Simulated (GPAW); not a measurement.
# CdS (Fm-3m) in GPAW: settings compared, part 2 of 2

GPAW 26.7.0.

### Step 4. Equation of state, LDA

run.py reads:

```python
from ase import Atoms
from ase.eos import EquationOfState
from ase.io import Trajectory
from ase.units import GPa
from gpaw import GPAW, PW

atoms = Atoms(['Cd', 'S'],
              cell=[[0.0, 2.753244, 2.753244],
                    [2.753244, 0.0, 2.753244],
                    [2.753244, 2.753244, 0.0]],
              scaled_positions=[[0.0, 0.0, 0.0],
                                [0.5, 0.5, 0.5]],
              pbc=True)

traj = Trajectory('eos.traj', 'w')
volumes, energies = [], []
for x in [0.94, 0.96, 0.98, 1.0, 1.02, 1.04, 1.06]:
    a = atoms.copy()
    a.set_cell(atoms.cell * x**(1 / 3), scale_atoms=True)
    calc = GPAW(mode=PW(600),
                xc='LDA',
                kpts={'size': (8, 8, 8), 'gamma': True},
                occupations={'name': 'fermi-dirac', 'width': 0.05},
                nbands=18,
                convergence={'density': 1e-05, 'energy': 1e-05},
                maxiter=150,
                txt=f'eos-{x:.2f}.txt')
    a.calc = calc
    energies.append(a.get_potential_energy(force_consistent=True))
    volumes.append(a.get_volume())
    p = -a.get_stress()[:3].mean() / GPa
    calc.write(f'eos-{x:.2f}.gpw')
    traj.write(a)
    print(f'{x:.2f} {volumes[-1]:10.4f} A^3 {energies[-1]:14.6f} eV {p:9.3f} GPa', flush=True)

v0, e0, B = EquationOfState(volumes, energies, eos='birchmurnaghan').fit()
print(f'V0 = {v0:.4f} A^3, E0 = {e0:.6f} eV, B0 = {B / GPa:.2f} GPa')
```

Potentials or basis: the program's PAW data sets (release 1.2.1) made for this functional, pw.

The run is started by

```
OMP_NUM_THREADS=1 python run.py
```

Log:

```text
__  _  _
 | _ |_)|_||  |
 |__||  | ||/\| - 26.7.0

Input parameters:
  mode=PW(ecut=600.0),
  convergence={'density': 1e-05, 'energy': 1e-05},
  kpts=MonkhorstPack(size=(8, 8, 8), gamma=True),
  maxiter=150,
  nbands=18,
  occupations=Occupations(name='fermi-dirac', width=0.05),
  xc=XC(name='LDA')

Diagonalizing LCAO Hamiltonian
Converting LCAO to pw mode

               S

       Cd

Atoms  # Å, Bohr magnetons
|   | symbol |        x |        y |        z |    initial magnetic moments |
|---|--------|----------|----------|----------|-----------------------------|
| 0 |     Cd | 0.000000 | 0.000000 | 0.000000 | ( 0.0000,  0.0000,  0.0000) |
| 1 |      S | 2.697040 | 2.697040 | 2.697040 | ( 0.0000,  0.0000,  0.0000) |

Unit cell  # Å
| periodic |        x |        y |        z |  lengths |    angles |
|----------|----------|----------|----------|----------|-----------|
|      yes | 0.000000 | 2.697040 | 2.697040 | 3.814190 | 60.000000 |
|      yes | 2.697040 | 0.000000 | 2.697040 | 3.814190 | 60.000000 |
|      yes | 2.697040 | 2.697040 | 0.000000 | 3.814190 | 60.000000 |

Number of symmetries: 48
Symmetry operations  # r_c * U_cc + t_c -> r_c
|    | kind |            matrix            |
|----|------|------------------------------|
|  0 |  σ   |  1, 0, 0,  1, 0,-1,  1,-1, 0 |
|  1 |  C2  |  1, 0, 0,  1,-1, 0,  1, 0,-1 |
|  2 |  E   |  1, 0, 0,  0, 1, 0,  0, 0, 1 |
|  3 |  σ   |  1, 0, 0,  0, 0, 1,  0, 1, 0 |
|  4 |  C4  |  1, 0,-1,  1, 0, 0,  1,-1, 0 |
|  5 |  S6  |  1, 0,-1,  1,-1, 0,  1, 0, 0 |
|  6 |  σ   |  1, 0,-1,  0, 1,-1,  0, 0,-1 |
[... 147 lines left out ...]
  Pratt-step length: 0.05
  Maximum mixing coefficient: 0.75
  Old densities: 10
  SVD Regularization: 0.005
  Good broyden scale: 1.0
  Trust region scale: 1.0
  Backstep threshold: 4.0
  History deletion threshold: 6.0
  Fourier metric: weight=20.0, sigma=0.015

occupation numbers:
  Fermi-Dirac:
    width: 0.0500  # eV

poisson solver:
  ecut: 4800.0  # eV

xc functional:
  name: None

convergence criteria:
- Maximum integral of absolute [dens]ity change: 1e-05 electrons / valence electron
- Maximum [total energy] change in last 3 cyles: 1e-05 eV / valence electron
- Maximum integral of absolute [eigenst]ate change: 4e-08 eV^2 / valence electron
maximum number of iterations: 150

SCF iterations
|iter     | |      energy | eigst |  dens |
|---------|-|-------------|-------|-------|
|iter:   1| |   -7.977509 | -0.42 |       |
|iter:   2| |   -7.867628 | -2.24 | -1.15 |
|iter:   3| |   -7.474464 | -1.56 | -1.19 |
|iter:   4| |   -7.468127 | -3.77 | -1.77 |
|iter:   5| |   -7.466870 | -4.04 | -2.23 |
|iter:   6| |   -7.466872 | -5.85 | -3.04 |
|iter:   7| |   -7.466873c| -7.05 | -3.67 |
|iter:   8| |   -7.466873c| -8.13c| -4.90 |
|iter:   9| |   -7.466873c| -8.68c| -5.68c|

Converged in 9 steps
Energy contributions relative to reference atoms: (reference = -162860.550595)

Energy contributions:
  Kinetic:          15.507864
  Coulomb:         -13.303684
  Zero:              0.105376
  External:          0.000000
  Xc:               -9.775273
  Entropy:          -0.002313
  Spinorbit:         0.000000
  ----------------------------
  Free energy:      -7.468029
  Extrapolated:     -7.466873

dipole moment: (-17.785904, -17.785904, -17.785904)  # |e|*Ang

Fermi level: 6.086
Eigenvalues  # (at kpt = [0.000, 0.000, 0.000])
| band index |      eig [eV] | occ [0-2] |
|------------|---------------|-----------|
|          0 |        -7.163 |     2.000 |
|          1 |        -1.728 |     2.000 |
|          2 |        -1.728 |     2.000 |
|          3 |        -1.722 |     2.000 |
|          4 |        -1.722 |     2.000 |
|          5 |        -1.722 |     2.000 |
[... 10 lines left out ...]
|         16 |        17.347 |     0.000 |
|         17 |        18.145 |     0.000 |

No gap
No difference between direct/indirect transitions

Stress tensor  # eV/Ang^3
|        x |        y |        z |
|----------|----------|----------|
| 0.017723 | 0.000000 | 0.000000 |
| 0.000000 | 0.017723 | 0.000000 |
| 0.000000 | 0.000000 | 0.017723 |

# Writing to eos-0.94.gpw (mode='')
```

stdout:

```text
0.94    39.2367 A^3      -7.468029 eV    -2.840 GPa
0.96    40.0715 A^3      -7.449325 eV    -4.429 GPa
0.98    40.9063 A^3      -7.422797 eV    -5.830 GPa
1.00    41.7411 A^3      -7.389451 eV    -7.062 GPa
1.02    42.5759 A^3      -7.350061 eV    -8.144 GPa
1.04    43.4108 A^3      -7.305365 eV    -9.094 GPa
1.06    44.2456 A^3      -7.256079 eV    -9.924 GPa
<dir> UserWarning: The minimum volume of your fit is not in your volumes.  You may not have a minimum in your dataset!
  warnings.warn(
V0 = 37.9995 A^3, E0 = -7.479086 eV, B0 = 93.62 GPa
```

eos-0.96.txt:

```text
SCF iterations
|iter     | |      energy | eigst |  dens |
|---------|-|-------------|-------|-------|
|iter:   1| |   -7.963129 | -0.45 |       |
|iter:   2| |   -7.851418 | -2.27 | -1.15 |
|iter:   3| |   -7.455762 | -1.56 | -1.19 |
|iter:   4| |   -7.449418 | -3.77 | -1.77 |
|iter:   5| |   -7.448154 | -4.05 | -2.23 |
|iter:   6| |   -7.448158 | -5.86 | -3.06 |
|iter:   7| |   -7.448159c| -7.03 | -3.65 |
|iter:   8| |   -7.448159c| -8.13c| -4.90 |
|iter:   9| |   -7.448159c| -8.72c| -5.69c|

Converged in 9 steps
Energy contributions relative to reference atoms: (reference = -162860.550595)

Energy contributions:
  Kinetic:          13.957844
  Coulomb:         -12.102269
  Zero:              0.109684
  External:          0.000000
  Xc:               -9.412253
  Entropy:          -0.002331
  Spinorbit:         0.000000
  ----------------------------
  Free energy:      -7.449325
  Extrapolated:     -7.448159

dipole moment: (-17.906298, -17.906298, -17.906298)  # |e|*Ang

Fermi level: 5.809
Eigenvalues  # (at kpt = [0.000, 0.000, 0.000])
| band index |      eig [eV] | occ [0-2] |
|------------|---------------|-----------|
|          0 |        -7.285 |     2.000 |
|          1 |        -1.951 |     2.000 |
|          2 |        -1.951 |     2.000 |
|          3 |        -1.945 |     2.000 |
|          4 |        -1.945 |     2.000 |
|          5 |        -1.945 |     2.000 |
[... 10 lines left out ...]
|         16 |        16.930 |     0.000 |
|         17 |        17.807 |     0.000 |

No gap
No difference between direct/indirect transitions

Stress tensor  # eV/Ang^3
|         x |         y |         z |
|-----------|-----------|-----------|
|  0.027644 | -0.000000 | -0.000000 |
| -0.000000 |  0.027644 | -0.000000 |
| -0.000000 | -0.000000 |  0.027644 |

# Writing to eos-0.96.gpw (mode='')
```

Wall time 86 s (1 thread of Arm Neoverse V2, shared host); peak memory 0.23 GiB.

Results:

```yaml
Equilibrium_volume: "19.00 Å³/atom (rough: see the caveat)"
Bulk_modulus: 94 GPa (rough)
```

Energy against volume, from the lowest point:
```csv
volume (Å³/atom),energy (meV/atom)
19.618,0.00
20.036,9.35
20.453,22.62
20.871,39.29
21.288,58.98
21.705,81.33
22.123,105.98
```

Caveat: the minimum lies outside the volumes run.
